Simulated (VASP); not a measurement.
# Lattice of SiO2 (Quartz), functional by functional, part 3 of 3

Which functional gives which lattice for SiO2 (Quartz)? The starting structure is a measured crystal structure from the Crystallography Open Database. The first relaxation on each setting starts from this cell expanded by 3 % in volume.

VASP 6.6.1.

Results so far: LDA 12.25 Å³ an atom; PBE 13.40 Å³ an atom; PBEsol + D3(BJ) 12.35 Å³ an atom; r2SCAN 12.65 Å³ an atom.

## Step 8: Relaxation with BLYP

Level of this step: BLYP; plane waves and PAW (Si, O) (VASP).

BLYP comes from molecular chemistry and underbinds dense solids. This run starts from the cell of an earlier relaxation, which isn't shown; the restart sets up the plane waves anew.

Input file INCAR:

```
SYSTEM = SiO2
PREC = Accurate
ENCUT = 520
EDIFF = 1E-06
NELM = 100
ISMEAR = 0
SIGMA = 0.03
LREAL = .FALSE.
ALGO = Normal
GGA = B5
ALDAX = 1
AGGAX = 1
AGGAC = 1
ALDAC = 0
NBANDS = 33
LORBIT = 11
LWAVE = .FALSE.
LCHARG = .FALSE.
KPAR = 16
IBRION = 2
NSW = 50
ISIF = 3
EDIFFG = -0.006
```

Input file POSCAR:

```
SiO2
1.0
    5.0749041256      0.0000000000      0.0000000000
   -2.5374520628      4.3949958946      0.0000000000
    0.0000000000      0.0000000000      5.5690656286
Si O
3 6
Direct
    0.5182997440      0.5182997440      0.0000000000
    1.0000000000      0.4817002560      0.3333333333
    0.4817002560      0.0000000000      0.6666666667
    0.1709008599      0.7539314625      0.5301338331
    0.8290991401      0.5830306026      0.1365328335
    0.5830306026      0.8290991401      0.8634671665
    0.7539314625      0.1709008599      0.4698661669
    0.2460685375      0.4169693974      0.1968004998
    0.4169693974      0.2460685375      0.8031995002
```

Input file KPOINTS:

```
Automatic mesh
0
Gamma
6 6 4
0 0 0
```

The projector-augmented-wave data sets are Si and O (PBE family, release 64).

Started as:

```sh
$ mpirun -np 16 vasp_std
```

The program printed:

```text
[banner, memory and clock lines left out]
running   16 mpi-ranks, on    1 nodes
[...]
[... a notice as in an earlier step ...]

 [... a notice as in an earlier step ...]

 LDA part: xc-table for (Slater(with rela. corr.)+VWN5), standard interpolation
 POSCAR, INCAR and KPOINTS ok, starting setup
[...]
entering main loop
       N       E                     dE             d eps       ncg     rms          rms(c)
DAV:   1     0.297046633862E+03    0.29705E+03   -0.25031E+04  1584   0.133E+03
DAV:   2    -0.582452781164E+02   -0.35529E+03   -0.34295E+03  2082   0.309E+02
DAV:   3    -0.793177555861E+02   -0.21072E+02   -0.20984E+02  2014   0.808E+01
DAV:   4    -0.795671394590E+02   -0.24938E+00   -0.24913E+00  1968   0.987E+00
[...]
DAV:  11    -0.684383967409E+02    0.87434E-04   -0.74490E-04  1976   0.165E-01    0.210E-02
DAV:  12    -0.684383992191E+02   -0.24782E-05   -0.15761E-05  1952   0.235E-02    0.902E-03
DAV:  13    -0.684383997706E+02   -0.55154E-06   -0.37670E-06  1984   0.108E-02
   1 F= -.68438400E+02 E0= -.68438400E+02  d E =-.684384E+02
[... from here on, the cycles between the ionic steps are left out ...]
   2 F= -.68438426E+02 E0= -.68438426E+02  d E =-.264425E-04
   3 F= -.68438442E+02 E0= -.68438442E+02  d E =-.421844E-04
   5 F= -.68438476E+02 E0= -.68438476E+02  d E =-.342450E-04
   7 F= -.68438541E+02 E0= -.68438541E+02  d E =-.101767E-04
   9 F= -.68438605E+02 E0= -.68438605E+02  d E =-.739210E-04
  11 F= -.68438622E+02 E0= -.68438622E+02  d E =-.910369E-04
  13 F= -.68438687E+02 E0= -.68438687E+02  d E =-.653466E-04
  15 F= -.68438840E+02 E0= -.68438840E+02  d E =-.218339E-03
  17 F= -.68439040E+02 E0= -.68439040E+02  d E =-.200446E-03
  19 F= -.68439223E+02 E0= -.68439223E+02  d E =-.182627E-03
  21 F= -.68439280E+02 E0= -.68439280E+02  d E =-.239606E-03
  23 F= -.68439372E+02 E0= -.68439372E+02  d E =-.915169E-04
  25 F= -.68439458E+02 E0= -.68439458E+02  d E =-.862375E-04
  26 F= -.68439464E+02 E0= -.68439464E+02  d E =-.655153E-05
 trial-energy change:   -0.000007  1 .order   -0.000007   -0.000009   -0.000004
 step:   1.1157(harm=  1.1157)  dis= 0.00030  next Energy=   -68.439467 (dE=-0.898E-05)
 reached required accuracy - stopping structural energy minimisation
```

It took 5.3 min on 16 MPI ranks of Intel Xeon Platinum 8259CL at 2.50GHz (Skylake/Cascade Lake), shared host; peak memory 5.5 GiB.

OUTCAR, selected parts (step 8):

```text
  Total        0.0147648      0.0147648     -0.0011228     -0.0000000     -0.0000000      0.0000000
  in kB        0.1890096      0.1890096     -0.0143739     -0.0000000     -0.0000000      0.0000000
  external PRESSURE =       0.1212151 kB  Pullay stress =       0.0000000 kB

 POSITION                                       TOTAL-FORCE (eV/Angst)
 -----------------------------------------------------------------------------------
      1.31236      2.27307     -0.00000         0.002540      0.004400     -0.000000
      3.85710      2.13454      1.85975         0.002540     -0.004400      0.000000
      2.46476     -0.00000      3.71950        -0.005081     -0.000000     -0.000000
     -1.03482      3.34484      2.93584         0.000353     -0.001232     -0.002386
      2.71017      2.56860      0.78366         0.000890     -0.000922      0.002386
      0.86939      3.63137      4.79560        -0.001243      0.000310     -0.002386
      3.41413      0.77624      2.64341        -0.001243     -0.000310      0.002386
      0.16543      1.83902      1.07609         0.000890      0.000922     -0.002386
      1.50992      1.06278      4.50316         0.000353      0.001232      0.002386
 -----------------------------------------------------------------------------------
    total drift:                               -0.000001     -0.000001     -0.000000

  FREE ENERGIE OF THE ION-ELECTRON SYSTEM (eV)
  ---------------------------------------------------
  free  energy   TOTEN  =       -68.4394643847 eV

  energy  without entropy=      -68.4394643847  energy(sigma->0) =      -68.43946438

[... 2 parts as in an earlier step ...]

[... 2 further parts left out ...]
[key lines of the parts left out:]
E-fermi :   0.7765
```

With BLYP the relaxed cell holds 13.906 Å³ an atom, +10.33 % against the measured cell, with a = 5.089 Å and c = 5.579 Å. That is +13.50 % from LDA. Pressures at 0.985 and 1.015 times this volume, from two more relaxations that aren't shown, give a bulk modulus of 35.9 GPa.

## Step 9: Relaxation with AM05

AM05 is built from the electron gas and the surface model, and does well on lattice constants. This run starts from the cell of an earlier relaxation, which isn't shown; the restart sets up the plane waves anew.

Changes to INCAR since step 8:

```diff
@@ -9,7 +9,3 @@
 ALGO = Normal
-GGA = B5
-ALDAX = 1
-AGGAX = 1
-AGGAC = 1
-ALDAC = 0
+GGA = AM
 NBANDS = 33
```

Input file POSCAR:

```
SiO2
1.0
    5.0249555960      0.0000000000      0.0000000000
   -2.5124777980      4.3517391991      0.0000000000
    0.0000000000      0.0000000000      5.5090396461
Si O
3 6
Direct
    0.5210355540      0.5210355540      0.0000000000
    1.0000000000      0.4789644460      0.3333333333
    0.4789644460      0.0000000000      0.6666666667
    0.1648156576      0.7489812305      0.5344488334
    0.8351843424      0.5841655729      0.1322178332
    0.5841655729      0.8351843424      0.8677821668
    0.7489812305      0.1648156576      0.4655511666
    0.2510187695      0.4158344271      0.2011155001
    0.4158344271      0.2510187695      0.7988844999
```

KPOINTS is that of step 8.

Started as:

```sh
$ mpirun -np 16 vasp_std
```

The program printed:

```text
[banner, memory and clock lines left out]
running   16 mpi-ranks, on    1 nodes
[...]
[... a notice as in an earlier step ...]

 [... a notice as in an earlier step ...]

 LDA part: xc-table for (Slater+PW92), standard interpolation
 POSCAR, INCAR and KPOINTS ok, starting setup
[...]
entering main loop
       N       E                     dE             d eps       ncg     rms          rms(c)
DAV:   1     0.283290766127E+03    0.28329E+03   -0.25036E+04  1584   0.134E+03
DAV:   2    -0.615757585618E+02   -0.34487E+03   -0.33241E+03  2039   0.307E+02
DAV:   3    -0.812166286384E+02   -0.19641E+02   -0.19552E+02  2015   0.780E+01
DAV:   4    -0.814460205072E+02   -0.22939E+00   -0.22916E+00  1999   0.944E+00
[...]
DAV:  12    -0.728215424654E+02   -0.12492E-04   -0.43180E-05  1936   0.388E-02    0.247E-02
DAV:  13    -0.728215479865E+02   -0.55211E-05   -0.22232E-05  1928   0.253E-02    0.324E-03
DAV:  14    -0.728215486410E+02   -0.65447E-06   -0.72991E-07  1360   0.501E-03
   1 F= -.72821549E+02 E0= -.72821549E+02  d E =-.728215E+02
[...]
reached required accuracy - stopping structural energy minimisation
```

It took 16 s on 16 MPI ranks; peak memory 4.8 GiB.

Parts of OUTCAR (step 9):

```text
  Total       -0.0078091     -0.0078091     -0.0036136      0.0000000      0.0000000      0.0000000
  in kB       -0.1038581     -0.1038581     -0.0480590      0.0000000      0.0000000      0.0000000
  external PRESSURE =      -0.0852584 kB  Pullay stress =       0.0000000 kB

 POSITION                                       TOTAL-FORCE (eV/Angst)
 -----------------------------------------------------------------------------------
      1.30909      2.26741      0.00000        -0.001559     -0.002701      0.000000
     -1.20339      2.08433      1.83635        -0.001559      0.002701      0.000000
      2.40678      0.00000      3.67269         0.003119      0.000000      0.000000
     -1.05361      3.25937      2.94430        -0.000081     -0.002812     -0.001669
      2.72906      2.54214      0.72839         0.002475     -0.001336      0.001669
      0.83702      3.63450      4.78065        -0.002395      0.001476     -0.001669
      3.34950      0.71723      2.56474        -0.002395     -0.001476      0.001669
      0.21658      1.80960      1.10795         0.002475      0.001336     -0.001669
      1.45887      1.09237      4.40109        -0.000081      0.002812      0.001669
 -----------------------------------------------------------------------------------
    total drift:                               -0.000000     -0.000000      0.000000

  FREE ENERGIE OF THE ION-ELECTRON SYSTEM (eV)
  ---------------------------------------------------
  free  energy   TOTEN  =       -72.8215486410 eV

  energy  without entropy=      -72.8215486410  energy(sigma->0) =      -72.82154864

[... 2 parts as in an earlier step ...]

[... 2 further parts left out ...]
[key lines of the parts left out:]
E-fermi :   0.8128
```

With AM05 the relaxed cell holds 13.385 Å³ an atom, +6.20 % against the measured cell, with a = 5.025 Å and c = 5.509 Å. That is +9.25 % from LDA. Pressures at 0.985 and 1.015 times this volume, from two more relaxations that aren't shown, give a bulk modulus of 30.1 GPa.

## Step 10: The runs compared

```tsv
level	ended	volume (Å³/atom)	against the measured cell (%)	a (Å)	c (Å)	bulk modulus (GPa)	pressure left (GPa)	core minutes
LDA	converged	12.252	-2.79	4.8683	5.3724	35.3	0.02	61.6
PBE	converged	13.403	6.34	5.0259	5.5143	35.4	0.02	54.5
PBEsol + D3(BJ)	converged	12.355	-1.97	4.8811	5.3892	37.2	0.0	81.4
r2SCAN	converged	12.654	0.4	4.9237	5.4244	42.1	0.03	164.0
r2SCAN + rVV10	cut off by time	-	-	-	-	-	-	817.0
vdW-DF-cx	cut off by time	-	-	-	-	-	-	815.0
BLYP	converged	13.906	10.33	5.0895	5.5793	35.9	0.01	210.0
AM05	converged	13.385	6.2	5.025	5.509	30.1	-0.01	68.6
```

Core minutes are wall time times ranks, summed over the relaxations behind a row (those for a bulk modulus apart), on shared hosts.

## Step 11: Outcome

```yaml
volume_lda: 12.25 Å³/atom
volume_pbe: 13.40 Å³/atom
volume_pbesol_d3_bj: 12.35 Å³/atom
volume_r2scan: 12.65 Å³/atom
volume_blyp: 13.91 Å³/atom
volume_am05: 13.39 Å³/atom
```

In words: Across 6 levels the volume of SiO2 (Quartz) spans 13.5 %, from 12.25 Å³ an atom (LDA) to 13.91 Å³ (BLYP). Against the measured volume of the starting structure, r2SCAN comes nearest (+0.4 %) and BLYP lies farthest (+10.3 %). The measured cell holds zero-point expansion and, unless it was taken cold, thermal expansion, which the runs lack, so small differences decide nothing. The bulk modulus goes from 30.1 GPa (AM05) to 42.1 GPa (r2SCAN). LASPH is on in some of these runs and off in others, which adds a little to the differences. All runs keep the symmetry of the start, so they can't find a distortion of lower symmetry. No result to use came from r2SCAN + rVV10 and vdW-DF-cx. Further runs on this material are not shown.

[Lines on the potential files, build, host, timing and source positions are cut from VASP's logs without a mark.]

[Logs are printed without paths, hosts, clocks, repeated set-up lines and the standing remarks that a program may print on its own settings, such as how far it seeks lower states.]

[Hosts, paths, dates, database ids (printed as entryN), source tags and the programs' standing remarks are cut or masked in the printed files.]
